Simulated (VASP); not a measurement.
# SiO2 (Quartz): the relaxed cell at several levels of theory

How much does the relaxed cell of SiO2 (Quartz) depend on the functional? The starting structure is a measured crystal structure from the Crystallography Open Database. The first relaxation on each setting starts from this cell expanded by 3 % in volume.

Method: Kohn-Sham DFT with plane waves and PAW; PBEsol, LDA, PBE, PBEsol + D3(BJ), r2SCAN, r2SCAN + rVV10, rev-vdW-DF2 and SCAN, in VASP 6.6.1.

**1. The structure**

The structure is trigonal, space group P3_221 (No. 154). The conventional cell has a = 4.921 Å, b = 4.921 Å, c = 5.409 Å, α = 90.00°, β = 90.00°, γ = 120.00°. Nearest to Si lie 4 O at 1.61 Å. O has 2 Si at 1.61 Å nearest. Farther neighbours and most contacts between anions are not listed.

**2. Relaxation with PBEsol**

PBEsol restores the gradient expansion of exchange and is tuned for the cells of solids.

File INCAR:

```
SYSTEM = SiO2
PREC = Accurate
ENCUT = 520
EDIFF = 1E-06
NELM = 100
ISMEAR = 0
SIGMA = 0.03
LREAL = .FALSE.
ALGO = Normal
GGA = PS
NBANDS = 33
LORBIT = 11
LWAVE = .FALSE.
LCHARG = .FALSE.
KPAR = 16
IBRION = 2
NSW = 50
ISIF = 3
EDIFFG = -0.006
```

File POSCAR:

```
SiO2
1.0
    4.9696249510      0.0000000000      0.0000000000
   -2.4848124755      4.3038214549      0.0000000000
    0.0000000000      0.0000000000      5.4626589287
Si O
3 6
Direct
    0.5291000000      0.5291000000      0.0000000000
    0.0000000000      0.4709000000      0.3333333333
    0.4709000000      0.0000000000      0.6666666667
    0.1484000000      0.7346000000      0.5460668333
    0.8516000000      0.5862000000      0.1205998333
    0.5862000000      0.8516000000      0.8794001667
    0.7346000000      0.1484000000      0.4539331667
    0.2654000000      0.4138000000      0.2127335000
    0.4138000000      0.2654000000      0.7872665000
```

File KPOINTS:

```
Automatic mesh
0
Gamma
6 6 4
0 0 0
```

The projector-augmented-wave data sets are Si and O (PBE family, release 64).

Command:

```
> mpirun -np 16 vasp_std
```

The log of the run:

```text
[banner, memory and clock lines left out]
running   16 mpi-ranks, on    1 nodes
 distrk:  each k-point on    1 cores,   16 groups
 distr:  one band on    1 cores,    1 groups

 POSCAR found type information on POSCAR SiO
 POSCAR found :  2 types and       9 ions
|                                                                             |
|           W    W    AA    RRRRR   N    N  II  N    N   GGGG   !!!           |
|           W    W   A  A   R    R  NN   N  II  NN   N  G    G  !!!           |
|           W    W  A    A  R    R  N N  N  II  N N  N  G       !!!           |
|           W WW W  AAAAAA  RRRRR   N  N N  II  N  N N  G  GGG   !            |
|           WW  WW  A    A  R   R   N   NN  II  N   NN  G    G                |
|           W    W  A    A  R    R  N    N  II  N    N   GGGG   !!!           |
|                                                                             |
|     For optimal performance we recommend to set                             |
|       NCORE = 2 up to number-of-cores-per-socket                            |
|     NCORE specifies how many cores store one orbital (NPAR=cpu/NCORE).      |
|     This setting can greatly improve the performance of VASP for DFT.       |
|     The default, NCORE=1 might be grossly inefficient on modern             |
|     multi-core architectures or massively parallel machines. Do your        |
|     Unfortunately you need to use the default for GW and RPA                |
|     calculations (for HF NCORE is supported but not extensively tested      |
|     yet).                                                                   |
|                                                                             |

|                                                                             |
|               ----> ADVICE to this user running VASP <----                  |
|                                                                             |
|     You enforced a specific xc type in the INCAR file but a different       |
|     [... a line on the potential file left out ...]
|     I HOPE YOU KNOW WHAT YOU ARE DOING!                                     |
|                                                                             |

 LDA part: xc-table for (Slater+PW92), standard interpolation
 POSCAR, INCAR and KPOINTS ok, starting setup
 FFT: planning ... GRIDC
 FFT: planning ... GRID_SOFT
 FFT: planning ... GRID
 WAVECAR not read
 entering main loop
       N       E                     dE             d eps       ncg     rms          rms(c)
DAV:   1     0.276592818519E+03    0.27659E+03   -0.25066E+04  1584   0.134E+03
DAV:   2    -0.639228810149E+02   -0.34052E+03   -0.32760E+03  2077   0.307E+02
DAV:   3    -0.824299805606E+02   -0.18507E+02   -0.18427E+02  1976   0.759E+01
DAV:   4    -0.826352635061E+02   -0.20528E+00   -0.20505E+00  2000   0.895E+00
DAV:   5    -0.826384381513E+02   -0.31746E-02   -0.31737E-02  1976   0.110E+00    0.244E+01
DAV:   6    -0.740842866548E+02    0.85542E+01   -0.32460E+01  1873   0.302E+01    0.119E+01
DAV:   7    -0.740261324124E+02    0.58154E-01   -0.86520E-01  1944   0.466E+00    0.439E+00
DAV:   8    -0.739971316819E+02    0.29001E-01   -0.41531E-02  1933   0.157E+00    0.154E+00
DAV:   9    -0.740020332033E+02   -0.49015E-02   -0.17511E-02  1960   0.985E-01    0.340E-01
DAV:  10    -0.740038275301E+02   -0.17943E-02   -0.36537E-03  1940   0.312E-01    0.982E-02
DAV:  11    -0.740037774720E+02    0.50058E-04   -0.11401E-03  1992   0.193E-01    0.237E-02
DAV:  12    -0.740037811017E+02   -0.36298E-05   -0.37974E-05  1998   0.363E-02    0.176E-02
DAV:  13    -0.740037844797E+02   -0.33780E-05   -0.19175E-05  1960   0.228E-02    0.385E-03
DAV:  14    -0.740037849716E+02   -0.49184E-06   -0.71078E-07  1423   0.506E-03
   1 F= -.74003785E+02 E0= -.74003785E+02  d E =-.740038E+02
[...]
2 F= -.74002758E+02 E0= -.74002758E+02  d E =0.102709E-02
[...]
3 F= -.74004491E+02 E0= -.74004491E+02  d E =-.706492E-03
[...]
4 F= -.74004535E+02 E0= -.74004535E+02  d E =-.438938E-04
[...]
5 F= -.74004582E+02 E0= -.74004582E+02  d E =-.902549E-04
[...]
6 F= -.74004701E+02 E0= -.74004701E+02  d E =-.119178E-03
 trial-energy change:   -0.000119  1 .order   -0.000120   -0.000172   -0.000068
 step:   1.2421(harm=  1.2421)  dis= 0.00192  next Energy=   -74.004724 (dE=-0.142E-03)
 bond charge predicted
       N       E                     dE             d eps       ncg     rms          rms(c)
DAV:   1    -0.740047197815E+02   -0.19151E-04   -0.21124E-02  1588   0.909E-01    0.409E-02
DAV:   2    -0.740047287416E+02   -0.89602E-05   -0.43267E-04  2014   0.122E-01    0.149E-02
DAV:   3    -0.740047238016E+02    0.49400E-05   -0.93224E-06  1966   0.210E-02    0.721E-03
DAV:   4    -0.740047226699E+02    0.11317E-05   -0.44458E-06  1986   0.142E-02    0.174E-03
DAV:   5    -0.740047228334E+02   -0.16354E-06   -0.64293E-07  1159   0.503E-03
   7 F= -.74004723E+02 E0= -.74004723E+02  d E =-.141114E-03
 curvature:  -1.10 expect dE=-0.797E-05 dE for cont linesearch -0.320E-10
 trial: gam=-0.00891 g(F)=  0.724E-05 g(S)=  0.144E-07 ort = 0.109E-06 (trialstep = 0.850E+00)
 search vector abs. value=  0.728E-05
 reached required accuracy - stopping structural energy minimisation
```

The job ended after 36 s (16 MPI ranks of Intel Xeon 6975P-C (Granite Rapids), shared host; peak memory 5.2 GiB; 7.4 min of CPU time).

The logs omit lines about the potential files and the build; timing stands in the text.

OUTCAR, selected parts (step 2):

```text
ion  position               nearest neighbor table
   1  0.529  0.529  0.000-   5 1.62   6 1.62   8 1.63   9 1.63   2 3.09   2 3.09   3 3.09   3 3.09

  LATTYP: Found a hexagonal cell.
 ALAT       =     4.9696249510
 C/A-ratio  =     1.0992094942

 Subroutine GETGRP returns: Found  6 space group operations
 (whereof  2 operations were pure point group operations)

The static configuration has the point symmetry C_2 .
 The point group associated with its full space group is D_3 .

 Found     24 irreducible k-points:

   k-points           NKPTS =     24   k-points in BZ     NKDIM =     24   number of bands    NBANDS=     33

   dimension x,y,z NGX =    40 NGY =   40 NGZ =   42
   dimension x,y,z NGXF=    80 NGYF=   80 NGZF=   84

   ENCUT  =  520.0 eV  38.22 Ry    6.18 a.u.   9.24  9.24 10.16*2*pi/ulx,y,z

   NELECT =      48.0000    total number of electrons

 k-points in reciprocal lattice and weights: Automatic mesh
   0.00000000  0.00000000  0.00000000       0.007
   0.16666667  0.00000000  0.00000000       0.042
   0.33333333  0.00000000  0.00000000       0.042
   0.50000000  0.00000000  0.00000000       0.021
   0.16666667  0.16666667  0.00000000       0.042
   0.33333333  0.16666667  0.00000000       0.083
   0.33333333  0.33333333  0.00000000       0.014
   0.00000000  0.00000000  0.25000000       0.014
   0.16666667  0.00000000  0.25000000       0.042
[...]
0.33333333  0.16666667  0.50000000       0.083
   0.33333333  0.33333333  0.50000000       0.014

 average (electrostatic) potential at core
       1 -86.4811       2 -86.4811       3 -86.4811       4 -72.5492       5 -72.5492
       6 -72.5492       7 -72.5492       8 -72.5492       9 -72.5492

 E-fermi :   0.9717

 k-point     1 :       0.0000    0.0000    0.0000
  band No.  band energies     occupation
    ...
     20      -0.1880      2.00000
     21      -0.1880      2.00000
     22       0.1515      2.00000
     23       0.4792      2.00000
     24       0.4792      2.00000
     25       6.4900      0.00000
     26       9.8174      0.00000
     27       9.8174      0.00000
     28      10.2289      0.00000
     29      10.2289      0.00000
    ...

 k-point     2 :       0.1667    0.0000    0.0000
  band No.  band energies     occupation
    ...
     20      -0.2462      2.00000
     21      -0.1920      2.00000
     22       0.0474      2.00000
     23       0.5393      2.00000
     24       0.5727      2.00000
     25       6.9107      0.00000
     26       9.7637      0.00000
     27       9.8334      0.00000
     28      10.2892      0.00000
     29      10.3874      0.00000
    ...

 k-point     3 :       0.3333    0.0000    0.0000
  band No.  band energies     occupation
    ...
     20      -0.2909      2.00000
     21      -0.2081      2.00000
     22      -0.0186      2.00000
     23       0.5596      2.00000
     24       0.7117      2.00000
     25       7.8976      0.00000
     26       9.7763      0.00000
     27       9.9052      0.00000
     28      10.4213      0.00000
     29      10.7558      0.00000
    ...

  Total        0.0011603      0.0011603      0.0000213     -0.0000000     -0.0000000      0.0000000
  in kB        0.0159733      0.0159733      0.0002938     -0.0000000     -0.0000000      0.0000000
  external PRESSURE =       0.0107468 kB  Pullay stress =       0.0000000 kB

  energy-cutoff  :      520.00
  volume of cell :      116.38
      direct lattice vectors                 reciprocal lattice vectors
     4.963301091  0.000000000  0.000000000     0.201478811  0.116323845  0.000000000
    -2.481650545  4.298344831  0.000000000    -0.000000000  0.232647691  0.000000000
     0.000000000 -0.000000000  5.455302538     0.000000000 -0.000000000  0.183307890

 POSITION                                       TOTAL-FORCE (eV/Angst)
 -----------------------------------------------------------------------------------
      1.31188      2.27223      0.00000         0.001904      0.003298     -0.000000
     -1.16978      2.02611      1.81843         0.001904     -0.003298     -0.000000
      2.33955      0.00000      3.63687        -0.003808     -0.000000     -0.000000
     -1.08837      3.15893      2.97933        -0.003328     -0.002241     -0.001287
      2.77177      2.52202      0.65754         0.003605      0.001762      0.001287
      0.79825      3.66144      4.79776        -0.000277      0.004003     -0.001287
      3.27990      0.63691      2.47598        -0.000277     -0.004003      0.001287
      0.29012      1.77632      1.16089         0.003605     -0.001762     -0.001287
      1.39328      1.13941      4.29441        -0.003328      0.002241      0.001287
 -----------------------------------------------------------------------------------
    total drift:                               -0.000001     -0.000002      0.000001

  FREE ENERGIE OF THE ION-ELECTRON SYSTEM (eV)
  ---------------------------------------------------
  free  energy   TOTEN  =       -74.0047228334 eV

  energy  without entropy=      -74.0047228334  energy(sigma->0) =      -74.00472283

 reached required accuracy - stopping structural energy minimisation

 total charge
# of ion       s       p       d       tot
------------------------------------------
    1        0.645   0.995   0.000   1.640
    2        0.645   0.995   0.000   1.640
    3        0.645   0.995   0.000   1.640
    4        1.544   3.677   0.000   5.222
    5        1.544   3.677   0.000   5.222
    6        1.544   3.677   0.000   5.222
    7        1.544   3.677   0.000   5.222
    8        1.544   3.677   0.000   5.222
    9        1.544   3.677   0.000   5.222
--------------------------------------------------
tot         11.202  25.048   0.000  36.250

[... 3 further parts left out ...]
```

CONTCAR:

```
SiO2
   1.00000000000000
     4.9633010906770529    0.0000000000000000    0.0000000000000000
    -2.4816505453385265    4.2983448312101400    0.0000000000000000
     0.0000000000000000   -0.0000000000000000    5.4553025381370199
  Si              O
     3     6
Direct
     0.5286302214757109    0.5286302214757109    0.0000000000000000
     0.0000000000000000    0.4713697785242891    0.3333333332999970
     0.4713697785242891    0.0000000000000000    0.6666666667000030
     0.1481755815779904    0.7349181859824714    0.5461340710858438
     0.8518244184220095    0.5867426044044810    0.1205325955141573
     0.5867426044044810    0.8518244184220095    0.8794674044858426
     0.7349181859824714    0.1481755815779904    0.4538659289141561
     0.2650818140175287    0.4132573955955191    0.2128007377858398
     0.4132573955955191    0.2650818140175287    0.7871992622141604
```

The PAW data sets were made with PBE, which is usual practice but a small mismatch for other functionals. The run keeps the 6 symmetry operations of its start, so it cannot find a distortion of lower symmetry.

With PBEsol the relaxed cell holds 12.931 Å³ an atom, +2.60 % against the measured cell, with a = 4.963 Å and c = 5.455 Å.

**3. Relaxation with LDA**

LDA, the lowest rung, knows the local density alone. This run starts from the cell of an earlier relaxation, which isn't shown and hadn't converged.

INCAR: that of step 2 with these lines changed.

```diff
@@ -9,3 +9,3 @@
 ALGO = Normal
-GGA = PS
+GGA = CA
 NBANDS = 33
```

File POSCAR:

```
SiO2
1.0
    4.8686665211      0.0000000000      0.0000000000
   -2.4343332606      4.2163888899      0.0000000000
    0.0000000000      0.0000000000      5.3645486957
Si O
3 6
Direct
    0.5360308067      0.5360308067      0.0000000000
    1.0000000000      0.4639691933      0.3333333333
    0.4639691933      0.0000000000      0.6666666667
    0.1342124958      0.7229523021      0.5550420532
    0.8657875042      0.5887398063      0.1116246134
    0.5887398063      0.8657875042      0.8883753866
    0.7229523021      0.1342124958      0.4449579468
    0.2770476979      0.4112601937      0.2217087199
    0.4112601937      0.2770476979      0.7782912801
```

KPOINTS is that of step 2.

PAW data sets: Si and O (LDA family, release 64).

Command:

```
> mpirun -np 16 vasp_std
```

The log of the run:

```text
[banner, memory and clock lines left out]
running   16 mpi-ranks, on    1 nodes
[...]
[... a notice as in an earlier step ...]

 LDA part: xc-table for (Slater(with rela. corr.)+CA(PZ))
 , standard interpolation
 POSCAR, INCAR and KPOINTS ok, starting setup
[...]
entering main loop
       N       E                     dE             d eps       ncg     rms          rms(c)
DAV:   1     0.265158917757E+03    0.26516E+03   -0.25381E+04  1584   0.135E+03
DAV:   2    -0.700910940194E+02   -0.33525E+03   -0.32467E+03  2022   0.306E+02
DAV:   3    -0.875307911744E+02   -0.17440E+02   -0.17375E+02  1984   0.742E+01
DAV:   4    -0.877218559833E+02   -0.19106E+00   -0.19085E+00  1952   0.874E+00
[...]
DAV:  11    -0.779081670120E+02    0.69476E-04   -0.53512E-04  1976   0.136E-01    0.218E-02
DAV:  12    -0.779081664586E+02    0.55338E-06   -0.13129E-05  1944   0.219E-02    0.642E-03
DAV:  13    -0.779081665170E+02   -0.58348E-07   -0.19386E-06  1432   0.819E-03
   1 F= -.77908167E+02 E0= -.77908167E+02  d E =-.779082E+02
[... from here on, the cycles between the ionic steps are left out ...]
   2 F= -.77908158E+02 E0= -.77908158E+02  d E =0.875286E-05
   3 F= -.77908199E+02 E0= -.77908199E+02  d E =-.329283E-04
   4 F= -.77908199E+02 E0= -.77908199E+02  d E =-.329298E-04
   5 F= -.77908224E+02 E0= -.77908224E+02  d E =-.242866E-04
   6 F= -.77908246E+02 E0= -.77908246E+02  d E =-.468410E-04
   7 F= -.77908252E+02 E0= -.77908252E+02  d E =-.559504E-05
   8 F= -.77908257E+02 E0= -.77908257E+02  d E =-.106620E-04
   9 F= -.77908258E+02 E0= -.77908258E+02  d E =-.116309E-04
  10 F= -.77908258E+02 E0= -.77908258E+02  d E =-.115385E-04
  11 F= -.77908260E+02 E0= -.77908260E+02  d E =-.265509E-05
[...]
trial-energy change:   -0.000003  1 .order   -0.000003   -0.000003   -0.000003
 step:   0.6420(harm=  0.6420)  dis= 0.00016  next Energy=   -77.908269 (dE=-0.109E-04)
 reached required accuracy - stopping structural energy minimisation
```

Wall time 19 s (16 MPI ranks); peak memory 4 GiB.

From OUTCAR (step 3):

```text
  Total        0.0222543      0.0222543     -0.0133365     -0.0000000      0.0000000     -0.0000000
  in kB        0.3233471      0.3233471     -0.1937743     -0.0000000      0.0000000     -0.0000000
  external PRESSURE =       0.1509733 kB  Pullay stress =       0.0000000 kB

 POSITION                                       TOTAL-FORCE (eV/Angst)
 -----------------------------------------------------------------------------------
      1.30420      2.25893      0.00000         0.000797      0.001380      0.000000
     -1.12996      1.95715      1.79079         0.000797     -0.001380      0.000000
      2.25993      0.00000      3.58159        -0.001593     -0.000000      0.000000
     -1.10528      3.04838      2.98095        -0.000309      0.004754     -0.003616
      2.78098      2.48139      0.60064        -0.003962      0.002645      0.003616
      0.75846      3.64909      4.77174         0.004272     -0.002109     -0.003616
      3.19262      0.56700      2.39144         0.004272      0.002109      0.003616
      0.34682      1.73470      1.19015        -0.003962     -0.002645     -0.003616
      1.32888      1.16770      4.18223        -0.000309     -0.004754      0.003616
 -----------------------------------------------------------------------------------
    total drift:                               -0.000016     -0.000028     -0.000000

  FREE ENERGIE OF THE ION-ELECTRON SYSTEM (eV)
  ---------------------------------------------------
  free  energy   TOTEN  =       -77.9082604813 eV

  energy  without entropy=      -77.9082604813  energy(sigma->0) =      -77.90826048

[... 2 parts as in an earlier step ...]

[... 2 further parts left out ...]
[key lines of the parts left out:]
E-fermi :   1.2204
```

Logs of long relaxations may skip ionic steps without a mark.

With LDA the relaxed cell holds 12.252 Å³ an atom, -2.79 % against the measured cell, with a = 4.868 Å and c = 5.372 Å. That is -5.25 % from PBEsol.

(Part 1 of 3 ends here.)

[Lines on the potential files, build, host, timing and source positions are cut from VASP's logs without a mark.]

[Logs are printed without paths, hosts, clocks, repeated set-up lines and the standing remarks that a program may print on its own settings, such as how far it seeks lower states.]

[Hosts, paths, dates, database ids (printed as entryN), source tags and the programs' standing remarks are cut or masked in the printed files.]
